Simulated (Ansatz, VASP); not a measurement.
Pt: VASP beside Ansatz

```xyz
1
Lattice="0.0000 1.9468 1.9468 1.9468 0.0000 1.9468 1.9468 1.9468 0.0000" Properties=species:S:1:pos:R:3 pbc="T T T"
Pt    0.0000    0.0000    0.0000
```

Alike in both runs: functional LDA; k mesh 18 × 18 × 18; occupations gaussian, width 0.1 eV; no spin polarisation.

Ansatz relaxed the structure, and its values are those at the end. VASP's run is a single point on that final structure, the one shown.

|  | VASP | Ansatz |
| --- | --- | --- |
| version | VASP 6.6.1 | Ansatz 0.2.0 |
| potentials or method | VASP PAW LDA potentials, release 64 (Pt) | scalar-relativistic, plane waves, PAW |
| plane-wave cutoff (eV) | 520 | 420 |
| valence electrons in the cell | 10 | 18 |

VASP gave:

- gap on the k mesh at the Fermi level (eV): none
- pressure (GPa): 0.8

Which values does Ansatz return?

gap on the k mesh at the Fermi level (eV): none; pressure (GPa): 0.0.

A gap of «none» marks a metal or a gap that the smearing closes. The two sets of potentials don't hold the same shells in valence.

Spin-orbit coupling is left out, which matters for the levels of Pt.
